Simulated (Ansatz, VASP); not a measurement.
**Two plane-wave programs on Cu**

```
Cu
1.0
     2.40601    0.00000    0.00000
     0.00000    2.40601    0.00000
     0.00000    0.00000    2.40601
Cu
1
Cartesian
  0.0000 0.0000 0.0000
```

Alike in both runs: functional PBE; k mesh 22 × 22 × 22; occupations gaussian, width 0.1 eV; no spin polarisation.

Ansatz relaxed the structure, and its values are those at the end. VASP's run is a single point on that final structure, the one shown.

```csv
,VASP,Ansatz
version,VASP 6.6.1,Ansatz 0.2.0
potentials or method,"VASP PAW PBE potentials, release 64 (Cu)","scalar-relativistic, plane waves, PAW"
plane-wave cutoff (eV),520,420
valence electrons in the cell,11,19
```

|  | VASP | Ansatz | Ansatz less VASP |
| --- | --- | --- | --- |
| gap on the k mesh at the Fermi level (eV) | none | none | - |
| pressure (GPa) | 0.3 | 0.0 | -0.33 |

A gap of «none» marks a metal or a gap that the smearing closes. The two sets of potentials don't hold the same shells in valence.
